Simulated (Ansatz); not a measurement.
## A computed series for CsPbI3: response to strain

Consider CsPbI3 in the cubic perovskite structure (space group Pm-3m, No. 221).

```
CsPbI3
1.0
    6.39047     0.00000     0.00000
    0.00000     6.39047     0.00000
    0.00000     0.00000     6.39047
Cs Pb I
1 1 3
Cartesian
  0.00000   0.00000   0.00000
  3.19524   3.19524   3.19524
  0.00000   3.19524   3.19524
  3.19524   3.19524   0.00000
  3.19524   0.00000   3.19524
```

Cartesian axes are those of the cell as printed.

Strains are applied to the cell and any free atomic positions relax; under biaxial strain the out-of-plane vector relaxes too; under stress the whole cell relaxes.

The values are results of DFT with PBE, PAW potentials and a 420 eV plane-wave cutoff in Ansatz (an electronic-structure program), scalar-relativistic without spin-orbit coupling, not measurements.

Notes on the quantities. energy relative to the base: free energy F; pressure: mean of the normal stresses, compression positive.

| variant | band gap | energy relative to the base | hole mass | volume per atom | pressure |
|---|---|---|---|---|---|
| base | 1.48 eV | 0 meV/atom | 0.15 mₑ (at R) | 52.20 Å³ | 0.0 kbar |
| biaxial strain +4.76 %, plane normal [001], relaxed out of plane | 1.54 eV | +23 meV/atom | 0.13 mₑ out of plane, 0.25 mₑ in plane (at R) | 56.58 Å³ | -8.8 kbar |
| biaxial strain −0.30 %, plane normal [110], relaxed out of plane | 1.46 eV | +0.1 meV/atom | 0.15 mₑ (at R) | 52.03 Å³ | 0.5 kbar |
| isotropic strain −2.87 % | 1.20 eV | +20 meV/atom | 0.11 mₑ (at R) | 47.83 Å³ | 15.7 kbar |
| isotropic strain +0.24 % | 1.50 eV | +0.1 meV/atom | 0.16 mₑ (at R) | 52.57 Å³ | -1.0 kbar |
| uniaxial strain ε_xx = −2.48 % | 1.35 eV | +3.8 meV/atom | 0.12 mₑ along x, 0.15 mₑ across (at R) | 50.90 Å³ | 4.2 kbar |
| uniaxial stress, 1 GPa compression along z | 1.35 eV | +4.0 meV/atom | 0.11 mₑ along z, 0.16 mₑ across (at R) | 51.19 Å³ | – |
| tensor shear ε_xz = −0.99 % | 1.46 eV | +0.2 meV/atom | 0.15 mₑ (at R) | 52.19 Å³ | 0.0 kbar |
| tensor shear ε_yz = −1.39 % | 1.46 eV | +0.5 meV/atom | – | 52.18 Å³ | 0.0 kbar |

Spin-orbit coupling, missing from the scalar runs, can matter with I and Pb. Masses are band curvatures over ±0.01 Å⁻¹ around the edge. Stability under load was not tested beyond the relaxation. Many cubic perovskites are stable only at high temperature; tilts and polar distortions were not tested. This is not the structure that CsPbI3 has at room temperature and ambient pressure.
